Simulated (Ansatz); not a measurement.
## Relaxing TiAl2

The calculation used Ansatz 0.2.0, DFT r2SCAN, scalar-relativistic, plane waves, PAW. Run with 500 eV cutoff, 10×10×10 k-mesh, Gaussian smearing of 0.10 eV, no spin polarisation.

What was changed: relaxed at 30 GPa.

Other phases may be more stable at this pressure.

Command:

```bash
ansatz run input.yaml --threads 1 --pin off --max-ram 2560MiB --backend cpu --events-out ev --progress --plain --runs-dir out
```

Input:

```yaml
crystal:
  lattice:
    - [1.8417217397, -5.6830781022, 0.0]
    - [1.8417217397, 5.6830781022, 0.0]
    - [0.0, 0.0, 3.750853006]
  atoms:
    - { symbol: Ti, position: [0.6570442553, 0.3429557447, 0.0] }
    - { symbol: Ti, position: [0.3429557447, 0.6570442553, 0.0] }
    - { symbol: Al, position: [0.0, 0.0, 0.0] }
    - { symbol: Al, position: [0.8285643127, 0.1714356873, 0.5] }
    - { symbol: Al, position: [0.1714356873, 0.8285643127, 0.5] }
    - { symbol: Al, position: [0.5, 0.5, 0.5] }
basis:
  ecutwfc: 500
kpoints:
  mp_grid: { grid: [10, 10, 10] }
hamiltonian:
  xc: r2scan
scf:
  occupations: { method: gaussian, width: 0.1 }
output:
  forces: true
  stress: true
  eigenvalues: true
relax:
  adjacent_minimum: "off"
  f_tol: 0.008
  max_steps: 50
  cell: { stress_tol: 0.08, p_target: 30.0 }
```

F is the free energy. Steps run on the plane waves of an earlier cell, but the last one, and at times one on the way, on a freshly chosen basis, so a repeated geometry can differ a little in energy. The relaxation lowers the enthalpy F + PV at the target pressure, so F itself can rise.

Steps:

| step | F − F(1) (eV) | largest force component (eV/Å) | V (Å³/atom) | P (GPa) |
| --- | --- | --- | --- | --- |
| 1 | 0.0000 | 0.108 | 13.086 | 30.73 |
| 2 | -0.0547 | 0.025 | 13.134 | 29.87 |
| 3 | -0.0437 | 0.009 | 13.124 | 30.02 |
| 4 | -0.0455 | 0.000 | 13.125 | 30.00 |
| 5 | -0.0455 | 0.000 | 13.125 | 30.00 |

Relaxed structure:

```yaml
crystal:
  lattice:
    - [1.84414, -5.69476, 0.00000]
    - [1.84414, 5.69476, 0.00000]
    - [0.00000, 0.00000, 3.74939]
  atoms:
    - { symbol: Ti, position: [0.65733, 0.34267, 0.00000] }
    - { symbol: Ti, position: [0.34267, 0.65733, 0.00000] }
    - { symbol: Al, position: [0.00000, 0.00000, 0.00000] }
    - { symbol: Al, position: [0.82922, 0.17078, 0.50000] }
    - { symbol: Al, position: [0.17078, 0.82922, 0.50000] }
    - { symbol: Al, position: [0.50000, 0.50000, 0.50000] }
```

The structure is orthorhombic, space group Cmmm (No. 65). Conventional cell: a = 3.688 Å, b = 11.390 Å, c = 3.749 Å, α = 90.00°, β = 90.00°, γ = 90.00°. Ti (site symmetry m2m) has 10 Al at 2.57 to 2.71 Å and 2 Ti at 2.80 Å as nearest neighbours. Around Al (site symmetry mmm) lie 4 Ti at 2.57 Å and 8 Al at 2.63 to 2.70 Å. Around Al (site symmetry m2m) lie 6 Al at 2.58 to 2.70 Å and 6 Ti at 2.63 to 2.71 Å. Around Al (site symmetry mmm) lie 4 Ti at 2.59 Å and 8 Al at 2.63 to 2.68 Å.

The run converged. Time: 3.3 min on 1 thread of AMD EPYC 7R43 64-Core Processor (Zen 3), with other jobs on the host, peak memory 0.96 GiB.